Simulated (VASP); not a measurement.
Input of a VASP 6.6.1 run:

Contents of INCAR:

```
SYSTEM = BaTe
ALGO = Normal
EDIFF = 1E-6
ENCUT = 450
GGA = PE
ISIF = 2
ISMEAR = 0
LASPH = .TRUE.
LCHARG = .FALSE.
LREAL = .FALSE.
LWAVE = .FALSE.
NBANDS = 15
NELM = 80
PREC = Accurate
SIGMA = 0.02
```

KPOINTS

```
k-points
0
G
  4 4 4
  0 0 0
```

The input POSCAR:

```
BaTe
1.0
    0.0000000000      3.4100000000      3.4100000000
    3.4100000000      0.0000000000      3.4100000000
    3.4100000000      3.4100000000      0.0000000000
Ba Te
1 1
Direct
    0.0000000000      0.0000000000      0.0000000000
    0.5000000000      0.5000000000      0.5000000000
```

Potentials or basis: VASP PAW PBE potentials, release 64 (Ba_sv_GW, Te_GW).

Command:

```console
$ cat potpaw_PBE.64/Ba_sv_GW/POTCAR potpaw_PBE.64/Te_GW/POTCAR > POTCAR
$ mpirun -np 1 vasp_std > vasp.out
```

Q: Predict the pressure.

A: 3.8 GPa.

Q: Estimate the band gap on the k mesh.

A: 1.41 eV, indirect (least direct gap 1.76 eV).

Caveat: spin-orbit coupling is left out, which moves the levels of the heavy elements. PBE gaps usually lie below the measured ones, often by a third to a half.
